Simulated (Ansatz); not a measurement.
# CuI (h-MgO type): zone-centre phonons and dielectric response

Perturbation theory with PBEsol in Ansatz on the PBEsol cell, ground state and force constants on a 6×6×4 mesh. Simulation only: spin-unpolarised, and no claim that this is the phase found in nature.

It is hexagonal, P6_3/mmc (No. 194); a = 4.345 Å, c = 6.763 Å in the conventional setting, 27.65 Å³ an atom. Cu has 3 I at 2.51 Å; I has 3 Cu at 2.51 Å.

```cif
data_structure
_symmetry_space_group_name_H-M 'P6_3/mmc'
_symmetry_Int_Tables_number 194
_cell_length_a 4.3452
_cell_length_b 4.3452
_cell_length_c 6.7632
_cell_angle_alpha 90.000
_cell_angle_beta 90.000
_cell_angle_gamma 120.000
_cell_volume 110.59
loop_
_atom_site_label
_atom_site_type_symbol
_atom_site_symmetry_multiplicity
_atom_site_Wyckoff_symbol
_atom_site_fract_x
_atom_site_fract_y
_atom_site_fract_z
_atom_site_occupancy
Cu1 Cu 2 c 0.33333 0.66667 0.25000 1
I1 I 2 d 0.66667 0.33333 0.25000 1
```

Optical modes without the longitudinal term (negative means imaginary):

| ω (cm⁻¹) | degeneracy | IR intensity, summed over the level ((D/Å)²/amu) |
| --- | --- | --- |
| -87 | 1 | 1.29 |
| -49 | 1 | 0.00 |
| 28 | 2 | 0.00 |
| 71 | 1 | 0.00 |
| 187 | 2 | 2.59 |
| 191 | 2 | 0.00 |

2 optical levels at Γ are imaginary (87i, 49i cm⁻¹, printed negative). The program warns that the force constants, and all that is formed from them, aren't settled on this k mesh, so whether the cell is unstable needs a finer one. Of the real levels 1 is infrared active, the strongest at 187 cm⁻¹.

ε∞: 7.29 along x and y, 5.47 along z. Born charges, averaged over directions: Cu +1.09, I -1.09 e.

For comparison, on the r2SCAN cell the mean ε∞ is 6.02 with PBE (ground state on 6×6×4; least gap 1.21 eV).

Spin-orbit coupling is left out, which matters wherever the heavy atoms make up the band edges.
